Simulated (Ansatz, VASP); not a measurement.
## ZnO (nc): VASP beside Ansatz

```xyz
4
Lattice="3.2783 0.0000 0.0000 -1.6391 2.8391 0.0000 0.0000 0.0000 5.2892" Properties=species:S:1:pos:R:3 pbc="T T T"
Zn    0.0000    1.8927    2.6441
Zn    1.6391    0.9464   -0.0005
O     1.6391    0.9464    2.0052
O     0.0000    1.8927    4.6498
```

Alike in both runs: functional PBE; k mesh 9 × 9 × 6; occupations gaussian, width 0.02 eV; no spin polarisation.

Ansatz relaxed the structure, and its values are those at the end. VASP's run is a single point on that final structure, the one shown.

|  | VASP | Ansatz |
| --- | --- | --- |
| version | VASP 6.6.1 | Ansatz 0.2.0 |
| potentials or method | VASP PAW PBE potentials, release 64 (Zn, O) | scalar-relativistic, plane waves, norm-conserving pseudopotentials |
| plane-wave cutoff (eV) | 520 | 1240 |
| valence electrons in the cell | 36 | 52 |

```tsv
	VASP	Ansatz	Ansatz less VASP
gap on the k mesh at the Fermi level (eV)	0.73	0.79	+0.062
least direct gap on the mesh (eV)	0.73	0.79	+0.062
pressure (GPa)	1.1	0.0	-1.10
```

The two sets of potentials don't hold the same shells in valence.

As with any semilocal functional, this PBE gap is likely too small.
